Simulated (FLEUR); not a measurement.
Al: equation of state with SCAN

Al:

```
CELL_PARAMETERS angstrom
-1.59122 1.59122 1.59122
1.59122 -1.59122 1.59122
1.59122 1.59122 -1.59122
ATOMIC_POSITIONS crystal
Al 0.00000 0.00000 0.00000
```

This isn't the form of Al at room conditions, which is fcc.

* Program: FLEUR MaX-R8.1 (later development tree)
* Task: equation of state
* Functional: SCAN
* Potentials or basis: all-electron
* Basis: FLAPW
* Kmax: 4.15 1/bohr
* k mesh: 12 × 12 × 12
* Occupations: fermi-dirac, width 0.05 eV
* Spin: no spin polarisation

```yaml
Equilibrium_volume: 16.80 Å³/atom
Bulk_modulus: 80 GPa
```

Energy against volume, from the lowest point:
```
volume (Å³/atom)  energy (meV/atom)
          15.149              46.73
          15.471              29.36
          16.116               7.33
          16.760               0.00
          17.083               1.14
```

Caveat: the meta-GGA is that of a development version, with a GGA for the radial functions and cores and without core tails.
